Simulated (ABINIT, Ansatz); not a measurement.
# KI (Fm-3m): third-order response, part 2 of 3

Aim: Raman and infrared lines of KI (Fm-3m).

ABINIT 10.8.3; DFT LDA, scalar-relativistic, plane waves, PseudoDojo norm-conserving pseudopotentials.

So far. Step 5 (Linear response at Γ): The acoustic modes at Γ come out as far as 0.3 cm⁻¹ from zero, where they should vanish, a small numerical error; the Born charges miss their sum rule by 4.0e-4 e, which is good. The relaxed cell has a = 6.818 Å (conventional setting).

### Step 6. Zone-centre analysis

anaddb reads the merged derivatives, imposes the acoustic sum rule and charge neutrality, and adds the LO-TO term along chosen directions.

Input file anaddb.abi:

```
ddb_filepath "gamma_DDB"
output_file "anaddb.abo"
outdata_prefix "anaddb"
asr 1
chneut 1
enunit 2
eivec 1
nph1l 1
qph1l 0.0 0.0 0.0 1.0
dieflag 1
nph2l 3
qph2l 
    1.0 0.0 0.0 0.0
    0.0 0.0 1.0 0.0
    1.0 1.0 1.0 0.0
nlflag 1
ramansr 1
alphon 1
prtmbm 1
```

Input file mrgddb.in:

```
gamma_DDB
merged
3
dfpt_gammao_DS2_DDB
dfpt_gammao_DS3_DDB
gso_DDB
```

Command:

```sh
$ mrgddb < mrgddb.in > mrgddb.log
$ OMP_NUM_THREADS=1 anaddb anaddb.abi > anaddb.log
```

anaddb.abo, the main output file:

```text
[banners, grids, parts of the stress and lines that vanish by symmetry left out]
-outvars_anaddb: echo values of input variables ----------------------

 Flags :
[...]
Dielectric Tensor and Effective Charges
[...]
Effective charge tensors after
[...]
1          1       -0.000000000       -0.000000000       -0.000000000
[...]
1          2       -0.000000000       -0.000000000       -0.000000000
[...]
1          3       -0.000000000       -0.000000000       -0.000000000
[...]
2          1       -0.000000000       -0.000000000       -0.000000000
[...]
2          2       -0.000000000       -0.000000000       -0.000000000
[...]
2          3       -0.000000000       -0.000000000       -0.000000000
[...]
Phonon wavevector (reduced coordinates) :  0.00000  0.00000  0.00000
 Phonon energies in Hartree :
[...]
Phonon energies in meV     :
-  0.000000E+00  0.000000E+00  0.000000E+00  1.422223E+01  1.422223E+01
-  1.422223E+01
 Phonon frequencies in cm-1    :
-  0.000000E+00  0.000000E+00  0.000000E+00  1.147100E+02  1.147100E+02
-  1.147100E+02
 Phonon frequencies in Thz     :
-  0.000000E+00  0.000000E+00  0.000000E+00  3.438919E+00  3.438919E+00
-  3.438919E+00
 Phonon energies in Kelvin  :
-  0.000000E+00  0.000000E+00  0.000000E+00  1.650421E+02  1.650421E+02
-  1.650421E+02
[...]
-  1  0.00000000E+00  0.00000000E+00 -1.81786949E-03
-     0.00000000E+00  0.00000000E+00  0.00000000E+00
-  2  0.00000000E+00  0.00000000E+00 -1.81786719E-03
-     0.00000000E+00  0.00000000E+00  0.00000000E+00
[...]
-  1  0.00000000E+00  1.81786949E-03  0.00000000E+00
-     0.00000000E+00  0.00000000E+00  0.00000000E+00
-  2  0.00000000E+00  1.81786719E-03  0.00000000E+00
-     0.00000000E+00  0.00000000E+00  0.00000000E+00
[...]
-  1  1.81786949E-03  0.00000000E+00  0.00000000E+00
-     0.00000000E+00  0.00000000E+00  0.00000000E+00
-  2  1.81786719E-03  0.00000000E+00  0.00000000E+00
-     0.00000000E+00  0.00000000E+00  0.00000000E+00
[...]
-  1  0.00000000E+00  1.76907202E-07 -3.27507820E-03
-     0.00000000E+00  0.00000000E+00  0.00000000E+00
-  2  0.00000000E+00  0.00000000E+00  1.00902791E-03
-     0.00000000E+00  0.00000000E+00  0.00000000E+00
[...]
-  1  2.22136051E-07  3.27507819E-03  1.76909826E-07
-     0.00000000E+00  0.00000000E+00  0.00000000E+00
-  2  0.00000000E+00 -1.00902791E-03  0.00000000E+00
-     0.00000000E+00  0.00000000E+00  0.00000000E+00
[...]
-  1  3.27507820E-03 -2.22138140E-07  0.00000000E+00
-     0.00000000E+00  0.00000000E+00  0.00000000E+00
-  2 -1.00902791E-03  0.00000000E+00  0.00000000E+00
-     0.00000000E+00  0.00000000E+00  0.00000000E+00
[...]
-     1         -0.000000    -0.000000    -0.000001     0.000001
-     2          0.000000     0.000001    -0.000000     0.000001
-     3          0.000001     0.000000     0.000000     0.000001
-     4          0.000000    -0.000000    -1.382648     1.382648
-     5         -0.000000     1.382648    -0.000000     1.382648
-     6          1.382648    -0.000000    -0.000000     1.382648
[...]
-   1     Real    0.0000E+00  0.0000E+00  0.0000E+00  0.0000E+00  0.0000E+00  0.0000E+00  0.0000E+00
[...]
-   2     Real    0.0000E+00  0.0000E+00  0.0000E+00  0.0000E+00  0.0000E+00  0.0000E+00  0.0000E+00
[...]
-   3     Real    0.0000E+00  0.0000E+00  0.0000E+00  0.0000E+00  0.0000E+00  0.0000E+00  0.0000E+00
[...]
-   4     Real    0.0000E+00  0.0000E+00  2.2452E-05  0.0000E+00  0.0000E+00  0.0000E+00  2.2452E-05
[...]
-   5     Real    0.0000E+00  2.2452E-05  0.0000E+00  0.0000E+00  0.0000E+00  0.0000E+00  2.2452E-05
[...]
-   6     Real    2.2452E-05  0.0000E+00  0.0000E+00  0.0000E+00  0.0000E+00  0.0000E+00  2.2452E-05
[...]
-         0.000000000       0.000000000       0.000000000
-         0.000000000       0.000000000       0.000000000
[...]
Phonon at Gamma, with non-analyticity in the
[...]
Phonon energies in Hartree :
[...]
Phonon energies in meV     :
-  0.000000E+00  0.000000E+00  0.000000E+00  1.422223E+01  1.422223E+01
-  1.809530E+01
 Phonon frequencies in cm-1    :
-  0.000000E+00  0.000000E+00  0.000000E+00  1.147100E+02  1.147100E+02
-  1.459484E+02
 Phonon frequencies in Thz     :
-  0.000000E+00  0.000000E+00  0.000000E+00  3.438919E+00  3.438919E+00
-  4.375424E+00
 Phonon energies in Kelvin  :
-  0.000000E+00  0.000000E+00  0.000000E+00  1.650421E+02  1.650421E+02
-  2.099872E+02
[...]
-  1  0.00000000E+00  0.00000000E+00 -1.81786949E-03
[...]
-  2  0.00000000E+00  0.00000000E+00 -1.81786719E-03
[...]
Phonon at Gamma, with non-analyticity in the
[...]
Phonon energies in Hartree :
[...]
Phonon energies in meV     :
-  0.000000E+00  0.000000E+00  0.000000E+00  1.422223E+01  1.422223E+01
-  1.809530E+01
 Phonon frequencies in cm-1    :
-  0.000000E+00  0.000000E+00  0.000000E+00  1.147100E+02  1.147100E+02
-  1.459484E+02
 Phonon frequencies in Thz     :
-  0.000000E+00  0.000000E+00  0.000000E+00  3.438919E+00  3.438919E+00
-  4.375424E+00
 Phonon energies in Kelvin  :
-  0.000000E+00  0.000000E+00  0.000000E+00  1.650421E+02  1.650421E+02
-  2.099872E+02
[...]
Phonon at Gamma, with non-analyticity in the
[...]
Phonon energies in Hartree :
[...]
Phonon energies in meV     :
-  0.000000E+00  0.000000E+00  0.000000E+00  1.422223E+01  1.422223E+01
-  1.809530E+01
 Phonon frequencies in cm-1    :
-  0.000000E+00  0.000000E+00  0.000000E+00  1.147100E+02  1.147100E+02
-  1.459484E+02
 Phonon frequencies in Thz     :
-  0.000000E+00  0.000000E+00  0.000000E+00  3.438919E+00  3.438919E+00
-  4.375424E+00
 Phonon energies in Kelvin  :
-  0.000000E+00  0.000000E+00  0.000000E+00  1.650421E+02  1.650421E+02
-  2.099872E+02
[...]
-  1  3.33848499E-06 -1.81783887E-03 -9.96872097E-06
[...]
-  2  3.33818681E-06 -1.81783686E-03 -9.96900232E-06
[...]
-  1  1.81786452E-03  3.32440860E-06  2.49325808E-06
[...]
-  2  1.81786251E-03  3.32469822E-06  2.49354875E-06
[...]
-  1  3.52991474E-04  2.11906877E-03 -2.47206024E-03
[...]
-  2 -1.08754120E-04 -6.52869762E-04  7.61623882E-04
[...]
-  1  2.65068957E-03 -1.63104437E-03 -1.01964520E-03
[...]
-  2 -8.16658286E-04  5.02512974E-04  3.14145312E-04
[...]
-         0.000000000       0.000000000       0.000000000
-         0.000000000       0.000000000       0.000000000
[...]
-         0.000000000       0.000000000       0.000000000
-         0.000000000       0.000000000       0.000000000
-         0.000000000       0.000000000       0.000000000
[...]
-         0.000000000       0.000000000       0.000000000
-         0.000000000       0.000000000       0.000000000
-         0.000000000       0.000000000       0.000000000
[...]
Direction                     Dielectric constant
[...]
0.00000   0.00000   1.00000      5.05377206
   1.00000   1.00000   1.00000      5.05377206
-
```

Elapsed: 1.4 s, on 1 thread of Intel Xeon at 2.70GHz, shared host.

Numbers from this step:

| Property | Result |
| --- | --- |
| mean static dielectric constant | 5.054 |
| highest mode moved by the LO-TO term | 145.9 cm⁻¹ |

No LO-TO term; unit eigenvectors of the mass-weighted matrix, from anaddb's displacements. The modes at Γ (shares of kinetic energy by element, %):

```csv
mode,frequency (cm⁻¹),symmetry,K %,I %
1,0.0,acoustic,24,76
2,0.0,acoustic,24,76
3,0.0,acoustic,24,76
4,114.7,T1u,76,24
5,114.7,T1u,76,24
6,114.7,T1u,76,24
```

Displacements in mode 6 (114.7 cm⁻¹), the largest set to 1:
```
K1   1.00  0.00  0.00
I2  -0.31  0.00  0.00
```

Trace of the oscillator strength, degenerate modes summed. Lines of the infrared spectrum (strongest = 100):

```csv
position (cm⁻¹),lines merged,"IR intensity, relative"
115,3,100
```

Static dielectric tensor (ions relaxed, fixed cell):

```
5.05 0.00 0.00
0.00 5.05 0.00
0.00 0.00 5.05
```

The rule moves no optical mode by more than 0.1 cm⁻¹.

### Step 7. Sum rules set otherwise (asr 0)

Without the rule the raw error of the acoustic modes shows.

anaddb.abi, as its differences from that of step 6:

```diff
@@ -3,4 +3,4 @@
 outdata_prefix "anaddb"
-asr 1
-chneut 1
+asr 0
+chneut 0
 enunit 2
```

mrgddb.in is that of step 6.

anaddb.abo, the main output file:

```text
[banners, grids, parts of the stress and lines that vanish by symmetry left out]
-outvars_anaddb: echo values of input variables ----------------------

 Flags :
[...]
Dielectric Tensor and Effective Charges
[...]
Effective charge tensors after
[...]
1          1       -0.000000000       -0.000000000       -0.000000000
[...]
1          2       -0.000000000       -0.000000000       -0.000000000
[...]
1          3       -0.000000000       -0.000000000       -0.000000000
[...]
2          1       -0.000000000       -0.000000000       -0.000000000
[...]
2          2       -0.000000000       -0.000000000       -0.000000000
[...]
2          3       -0.000000000       -0.000000000       -0.000000000
[...]
Phonon wavevector (reduced coordinates) :  0.00000  0.00000  0.00000
 Phonon energies in Hartree :
[...]
Phonon energies in meV     :
-  3.861941E-02  3.861942E-02  3.861948E-02  1.422241E+01  1.422241E+01
-  1.422241E+01
 Phonon frequencies in cm-1    :
-  3.114865E-01  3.114867E-01  3.114871E-01  1.147115E+02  1.147115E+02
-  1.147115E+02
 Phonon frequencies in Thz     :
-  9.338131E-03  9.338135E-03  9.338148E-03  3.438963E+00  3.438963E+00
-  3.438963E+00
 Phonon energies in Kelvin  :
-  4.481596E-01  4.481598E-01  4.481604E-01  1.650442E+02  1.650442E+02
-  1.650442E+02
[...]
-  1  0.00000000E+00  0.00000000E+00  1.81782168E-03
-     0.00000000E+00  0.00000000E+00  0.00000000E+00
-  2  0.00000000E+00  0.00000000E+00  1.81788192E-03
-     0.00000000E+00  0.00000000E+00  0.00000000E+00
[...]
-  1  0.00000000E+00 -1.81782168E-03  0.00000000E+00
-     0.00000000E+00  0.00000000E+00  0.00000000E+00
-  2  0.00000000E+00 -1.81788192E-03  0.00000000E+00
-     0.00000000E+00  0.00000000E+00  0.00000000E+00
[...]
-  1  1.81782168E-03  0.00000000E+00  0.00000000E+00
-     0.00000000E+00  0.00000000E+00  0.00000000E+00
-  2  1.81788192E-03  0.00000000E+00  0.00000000E+00
-     0.00000000E+00  0.00000000E+00  0.00000000E+00
[...]
-  1  0.00000000E+00  1.61137383E-07 -3.27510474E-03
-     0.00000000E+00  0.00000000E+00  0.00000000E+00
-  2  0.00000000E+00  0.00000000E+00  1.00900137E-03
-     0.00000000E+00  0.00000000E+00  0.00000000E+00
[...]
-  1  0.00000000E+00  3.27510474E-03  1.61138131E-07
-     0.00000000E+00  0.00000000E+00  0.00000000E+00
-  2  0.00000000E+00 -1.00900137E-03  0.00000000E+00
-     0.00000000E+00  0.00000000E+00  0.00000000E+00
[...]
-  1  3.27510474E-03  0.00000000E+00  0.00000000E+00
-     0.00000000E+00  0.00000000E+00  0.00000000E+00
-  2 -1.00900137E-03  0.00000000E+00  0.00000000E+00
-     0.00000000E+00  0.00000000E+00  0.00000000E+00
[...]
-     1          0.000000     0.000000     0.000256     0.000256
-     2         -0.000000    -0.000256     0.000000     0.000256
-     3          0.000256     0.000000     0.000000     0.000256
-     4          0.000000    -0.000000    -1.382772     1.382772
-     5         -0.000000     1.382772    -0.000000     1.382772
-     6          1.382772     0.000000     0.000000     1.382772
[...]
-   1     Real    0.0000E+00  0.0000E+00  4.3186E-13  0.0000E+00  0.0000E+00  0.0000E+00  4.3186E-13
[...]
-   2     Real    0.0000E+00  4.3186E-13  0.0000E+00  0.0000E+00  0.0000E+00  0.0000E+00  4.3186E-13
[...]
-   3     Real    4.3186E-13  0.0000E+00  0.0000E+00  0.0000E+00  0.0000E+00  0.0000E+00  4.3186E-13
[...]
-   4     Real    0.0000E+00  0.0000E+00  2.2456E-05  0.0000E+00  0.0000E+00  0.0000E+00  2.2456E-05
[...]
-   5     Real    0.0000E+00  2.2456E-05  0.0000E+00  0.0000E+00  0.0000E+00  0.0000E+00  2.2456E-05
[...]
-   6     Real    2.2456E-05  0.0000E+00  0.0000E+00  0.0000E+00  0.0000E+00  0.0000E+00  2.2456E-05
[...]
-         0.000000000       0.000000000       0.000000000
-         0.000000000       0.000000000       0.000000000
[...]
Phonon at Gamma, with non-analyticity in the
[...]
Phonon energies in Hartree :
[...]
Phonon energies in meV     :
-  3.861941E-02  3.861942E-02  3.863873E-02  1.422241E+01  1.422241E+01
-  1.809610E+01
 Phonon frequencies in cm-1    :
-  3.114865E-01  3.114867E-01  3.116423E-01  1.147115E+02  1.147115E+02
-  1.459549E+02
 Phonon frequencies in Thz     :
-  9.338131E-03  9.338135E-03  9.342802E-03  3.438963E+00  3.438963E+00
-  4.375618E+00
 Phonon energies in Kelvin  :
-  4.481596E-01  4.481598E-01  4.483838E-01  1.650442E+02  1.650442E+02
-  2.099965E+02
[...]
-  1  0.00000000E+00  0.00000000E+00 -1.81782168E-03
[...]
-  2  0.00000000E+00  0.00000000E+00 -1.81788192E-03
[...]
Phonon at Gamma, with non-analyticity in the
[...]
Phonon energies in Hartree :
[...]
Phonon energies in meV     :
-  3.861942E-02  3.861948E-02  3.863866E-02  1.422241E+01  1.422241E+01
-  1.809610E+01
 Phonon frequencies in cm-1    :
-  3.114867E-01  3.114871E-01  3.116418E-01  1.147115E+02  1.147115E+02
-  1.459549E+02
 Phonon frequencies in Thz     :
-  9.338135E-03  9.338148E-03  9.342785E-03  3.438963E+00  3.438963E+00
-  4.375618E+00
 Phonon energies in Kelvin  :
-  4.481598E-01  4.481604E-01  4.483830E-01  1.650442E+02  1.650442E+02
-  2.099965E+02
[...]
Phonon at Gamma, with non-analyticity in the
[...]
Phonon energies in Hartree :
[...]
Phonon energies in meV     :
-  3.861941E-02  3.861946E-02  3.863868E-02  1.422241E+01  1.422241E+01
-  1.809610E+01
 Phonon frequencies in cm-1    :
-  3.114866E-01  3.114869E-01  3.116420E-01  1.147115E+02  1.147115E+02
-  1.459549E+02
 Phonon frequencies in Thz     :
-  9.338133E-03  9.338143E-03  9.342792E-03  3.438963E+00  3.438963E+00
-  4.375618E+00
 Phonon energies in Kelvin  :
-  4.481597E-01  4.481602E-01  4.483833E-01  1.650442E+02  1.650442E+02
-  2.099965E+02
[...]
-  1  1.47175768E-03 -8.94125717E-04 -5.82189148E-04
[...]
-  2  1.47180626E-03 -8.94155537E-04 -5.82208630E-04
[...]
-  1  1.05165009E-03  1.04877916E-03  1.04782573E-03
[...]
-  2  1.05181608E-03  1.04894506E-03  1.04799159E-03
[...]
-  1  3.53019187E-04  2.11907064E-03 -2.47208983E-03
[...]
-  2 -1.08758917E-04 -6.52847880E-04  7.61606797E-04
[...]
-  1  2.65070773E-03 -1.63107745E-03 -1.01963028E-03
[...]
-  2 -8.16635789E-04  5.02505879E-04  3.14129910E-04
[...]
-         0.000000000       0.000000000       0.000000000
-         0.000000000       0.000000000       0.000000000
[...]
-         0.000000000       0.000000000       0.000000000
-         0.000000000       0.000000000       0.000000000
-         0.000000000       0.000000000       0.000000000
[...]
-         0.000000000       0.000000000       0.000000000
-         0.000000000       0.000000000       0.000000000
-         0.000000000       0.000000000       0.000000000
[...]
Direction                     Dielectric constant
[...]
0.00000   0.00000   1.00000      5.05409055
   1.00000   1.00000   1.00000      5.05409055
-
```

It took 1.8 s on 1 thread.

Zone-centre frequencies as printed; negative means imaginary. Modes:

```csv
mode,frequency (cm⁻¹)
1,0.31
2,0.31
3,0.31
4,114.7
5,114.7
6,114.7
```

[end of part 2 of 3]

[Host names and launcher messages were left out of these logs when they were recorded.]

[Logs are printed without paths, hosts, clocks, repeated set-up lines and the standing remarks that a program may print on its own settings, such as how far it seeks lower states.]

[Hosts, paths, dates, database ids (printed as entryN), source tags and the programs' standing remarks are cut or masked in the printed files.]
